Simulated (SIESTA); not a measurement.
The system is MnO.

```
CELL_PARAMETERS angstrom
0.00000 2.22391 2.22391
2.22391 0.00000 2.22391
2.22391 2.22391 0.00000
ATOMIC_POSITIONS crystal
Mn 0.00000 0.00000 0.00000
O 0.50000 0.50000 0.50000
```

The cell is a database's computed one.

- Program: SIESTA 5.4.2
- Task: single point
- Functional: PBEsol
- Potentials or basis: PseudoDojo 0.4 standard (PBEsol files)
- Basis: DZP (energy shift 0.003 Ry; two zetas on semicore shells)
- Grid cutoff: 800 Ry
- Energy shift: 0.003 Ry
- k mesh: 10 × 10 × 10
- Occupations: fermi-dirac, width 0.05 eV
- Spin: collinear spin, ferromagnetic start
- Starting moments: [4.0, 0.0] μB

On this cell: pressure -5.9 GPa; largest force zero by symmetry; net moment 4.80 μB per cell; site moments Mn +4.62; O +0.18 μB; band gap on the k mesh none (metal or under the smearing width).

The same run follows on a disturbed copy (atoms moved at random, drawn with an rms of 0.05 Å):

```
Mn O
1.0
     0.00000    2.22391    2.22391
     2.22391    0.00000    2.22391
     2.22391    2.22391    0.00000
Mn O
1 1
Direct
  0.98735 0.99248 0.01714
  0.50496 0.51195 0.49104
```

**Question.** What changes?

**Answer.** The energy (extrapolated to zero smearing) moves by +7.0 meV/atom; pressure -5.3 GPa; largest force 0.329 eV/Å; net moment 4.80 μB per cell; site moments Mn +4.62; O +0.18 μB; band gap on the k mesh none (metal or under the smearing width).

Forces in eV/Å, atoms in the order of the input:
```
Mn  -0.052 -0.067  0.317
O    0.052  0.066 -0.318
```

Stress tensor (GPa, compression positive):
```
-5.75  0.00  0.06
 0.00 -5.73  0.07
 0.06  0.07 -4.56
```

Caveats: short orbitals over semicore shells can move pressures by several GPa; the basis of atomic orbitals isn't converged, which shifts pressures, moduli and gaps; a cell with one magnetic atom can't hold antiferromagnetic order, which such compounds often take; semilocal functionals often make such compounds metallic where correlation or magnetic order opens a gap, which also shifts bond lengths.
